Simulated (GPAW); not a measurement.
A run of GPAW 26.7.0 is set up as follows.

Contents of run.py:

```python
import numpy as np
from ase.dft.bandgap import bandgap
from ase.io import write
from ase.spacegroup import crystal
from ase.units import GPa
from gpaw import GPAW, PW
from gpaw.spinorbit import soc_eigenstates

# Te 4f
# Mo 2c
atoms = crystal(['Te', 'Mo'],
                basis=[[0.6666666667, 0.3333333333, 0.379],
                       [0.6666666667, 0.3333333333, 0.75]],
                spacegroup=194, setting=1,  # P6_3/mmc
                cellpar=[3.5182, 3.5182, 13.9736, 90.0, 90.0, 120.0],
                primitive_cell=True)

calc = GPAW(mode=PW(600),
            xc='MGGA_X_SCAN+MGGA_C_SCAN',
            kpts={'size': (5, 5, 2), 'gamma': True},
            occupations={'name': 'fermi-dirac', 'width': 0.05},
            nbands=46,
            convergence={'density': 1e-05, 'energy': 1e-05},
            maxiter=150,
            txt='gpaw.txt')
atoms.calc = calc
energy = atoms.get_potential_energy()
forces = atoms.get_forces()
stress = atoms.get_stress()
calc.write('gs.gpw')
write('result.traj', atoms)
print(f'Energy: {energy:.6f} eV')
print('Forces (eV/A):')
print(forces.round(4))
print('Stress (GPa):', (stress / GPa).round(3))
print('Fermi level:', round(calc.get_fermi_level(), 4), 'eV')
print(f'Gap: {bandgap(calc)[0]:.4f} eV, direct: {bandgap(calc, direct=True)[0]:.4f} eV')

path = atoms.cell.bandpath('GMKGALHA,LM,KH', npoints=60, eps=1e-4)
bs_calc = calc.fixed_density(kpts=path, symmetry='off', nbands=73,
                             convergence={'bands': 'CBM+6.0', 'eigenstates': 1e-6}, txt='bands.txt')
bs = bs_calc.band_structure()
bs.write('bs.json')
print(f'Gap on the path: {bandgap(bs_calc)[0]:.4f} eV')

soc = soc_eigenstates(bs_calc, theta=0, phi=0, ignore_xc_potential=True)
np.savetxt('soc_bands.dat', soc.eigenvalues(), fmt='%.4f')
mesh = soc_eigenstates('gs.gpw', theta=0, phi=0, ignore_xc_potential=True)
np.savetxt('soc_mesh.dat', mesh.eigenvalues(), fmt='%.4f')
print('Fermi level with spin-orbit coupling:', round(mesh.fermi_level, 4), 'eV')
```

Potentials or basis: GPAW PAW data sets (gpaw-data 1.2.1), pw.

Command:

```sh
$ OMP_NUM_THREADS=1 python run.py
```

(1) Estimate the largest force.

(2) Predict the band gap along the path.

Answers

(1) 0.309 eV/Å.

(2) 0.82 eV, indirect (least direct gap 1.05 eV).

Caveat: the k mesh is coarse; spin-orbit coupling was added after a scalar SCF, so levels and gaps hold it while energy, forces, pressure and moments don't; this program's spin-orbit splittings come out too wide for heavy elements; the PAW data sets were made with another functional, which shifts forces and pressure a little.

**Measured values to compare with.**

From “Broadband infrared study of pressure-tunable Fano resonance and metallization transition in 2H-MoTe2”, 2022, pmc:9569381, for a bulk crystal of Te2Mo at 300 K: band gap 0.88 ± 0.05 eV (indirect).

Measured gap of Te2Mo: 0.88 eV (indirect; 300 K; quoted in “Broadband infrared study of pressure-tunable Fano resonance and metallization transition in 2H-MoTe2”, 2022, pmc:9569381). This calculation gives 0.82 eV (-0.06 eV). The value is that of SCAN, without temperature or zero-point motion.
